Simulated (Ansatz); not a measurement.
What DFT gives for Mn

```
Mn
1.0
    -1.54858    1.54858    1.54858
     1.54858   -1.54858    1.54858
     1.54858    1.54858   -1.54858
Mn
1
Direct
  0.00000 0.00000 0.00000
```

Single point in Ansatz 0.2.0 with PBE, no spin polarisation. Cutoff 420 eV, PAW datasets, 15×15×15 Γ-centred k mesh, fermi-dirac filling (width 0.1 eV).

**Question.** What do density and ELF say about some of the short contacts?

**Answer.** Mn–Mn at 2.68 Å: least valence density 0.26 e/Å³ and ELF 0.32 there. Both are smooth PAW fields, read partly inside the augmentation spheres.

**Question.** Is the cell too large or too small?

**Answer.** The pressure is -42.5 GPa (compression positive), so with the atoms held at these fractions the cell would first shrink.

**Question.** What happens at the Fermi level?

**Answer.** It is a metal, with about 3.3 states/eV a cell as the mean within 0.25 eV of the Fermi level, mostly Mn d (99 %).

Origin: a database entry at a rescaled volume. Caveats: no spin polarisation, so a magnetic state may lie lower; atoms or cell far from equilibrium.
